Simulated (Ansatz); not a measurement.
Start of a relaxation, 1 CHCl3 a cell, tilted, over a hollow C-C site (C, R-3m (No. 166), (0 0 1) face):

```
CELL_PARAMETERS angstrom
7.39515 0.00000 0.00000
-3.69757 6.40439 0.00000
0.00000 0.00000 20.20861
ATOMIC_POSITIONS crystal
C 0.55556 0.44444 0.39587
C 0.55556 0.77778 0.39587
C 0.55556 0.11111 0.39587
C 0.88889 0.44444 0.39587
C 0.88889 0.77778 0.39587
C 0.88889 0.11111 0.39587
C 0.22222 0.44444 0.39587
C 0.22222 0.77778 0.39587
C 0.22222 0.11111 0.39587
C 0.44444 0.22222 0.39595
C 0.44444 0.55556 0.39595
C 0.44444 0.88889 0.39595
C 0.77778 0.22222 0.39595
C 0.77778 0.55556 0.39595
C 0.77778 0.88889 0.39595
C 0.11111 0.22222 0.39595
C 0.11111 0.55556 0.39595
C 0.11111 0.88889 0.39595
Cl 0.00000 0.00000 0.48502
C 0.85120 0.80078 0.54359
Cl 0.58383 0.72944 0.53721
Cl 0.87802 0.57903 0.52737
H 0.90844 0.85934 0.59423
```

The calculation used Ansatz 0.2.0, DFT PBE+D3(BJ), scalar-relativistic, plane waves, PAW. Settings: cutoff 420 eV, Γ-centred mesh 3×3×1 on the computed 23-atom cell, Gaussian smearing of 0.05 eV; no spin polarisation. The cell repeats along c with a dipole correction in the vacuum.

Atoms 1 (counted from 1) are held. The cell is fixed. Force threshold 0.04 eV/Å.

(1) Where does it end?

The end is the local minimum or symmetric point that this start leads to.

## Answers

(1) The energy falls by 4.859 eV in 15 steps, to:

```
CELL_PARAMETERS angstrom
7.39515 0.00000 0.00000
-3.69757 6.40439 0.00000
0.00000 0.00000 20.20861
ATOMIC_POSITIONS crystal
C 0.55556 0.44444 0.39587
C 0.55616 0.77800 0.39588
C 0.55572 0.11064 0.39619
C 0.88943 0.44460 0.39594
C 0.88907 0.77727 0.39592
C 0.88878 0.11107 0.39605
C 0.22244 0.44401 0.39607
C 0.22219 0.77767 0.39607
C 0.22290 0.11127 0.39597
C 0.44446 0.22217 0.39605
C 0.44477 0.55517 0.39590
C 0.44501 0.88918 0.39612
C 0.77801 0.22182 0.39611
C 0.77832 0.55581 0.39585
C 0.77757 0.88869 0.39590
C 0.11164 0.22238 0.39602
C 0.11093 0.55535 0.39604
C 0.11148 0.88844 0.39599
Cl 0.06008 0.03790 0.56808
C 0.88739 0.77733 0.59423
Cl 0.62814 0.69001 0.56705
Cl 0.97550 0.60599 0.56718
H 0.88630 0.77622 0.64825
```

Cost: 1 run of about 15 core-minutes, on Arm Neoverse V1 (shared hosts).